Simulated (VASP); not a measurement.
Cl2: single point with PBE

Cl2, in a box:

```xyz
2
Lattice="12.2436 0.0000 0.0000 0.0000 12.7436 0.0000 0.0000 0.0000 13.2436" Properties=species:S:1:pos:R:3 pbc="T T T"
Cl    6.2083    5.9224    7.4936
Cl    6.0372    6.9097    5.7701
```

| Quantity | Value |
| --- | --- |
| Program | VASP 6.6.1 |
| Task | single point |
| Functional | PBE |
| Potentials or basis | VASP PAW PBE potentials, release 64 (Cl) |
| Cutoff | 400 eV |
| k mesh | 1 × 1 × 1 |
| Occupations | gaussian, width 0.01 eV |
| Spin | no spin polarisation |
| Further INCAR settings | ALGO = Fast; EDIFF = 1e-06; ISYM = 0 |

- Gap between the frontier levels: 3.06 eV

Levels at points of the mesh, in eV from the valence-band top:
| k point | band 3 | band 4 | band 5 | band 6 | band 7 | band 8 | band 9 | band 10 | band 11 | band 12 |
| --- | --- | --- | --- | --- | --- | --- | --- | --- | --- | --- |
| (0.00, 0.00, 0.00) | -4.67 | -2.66 | -2.66 | 0.00 | 0.00 | 3.06 | 6.79 | 7.69 | 7.77 | 7.87 |

Wall time 20 s on 4 MPI ranks on Intel(R) Xeon(R) Platinum 8488C (Sapphire Rapids), with other jobs on the host, peak memory 0.39 GiB a rank.

A hybrid or GW would open this gap; PBE tends to underestimate it.
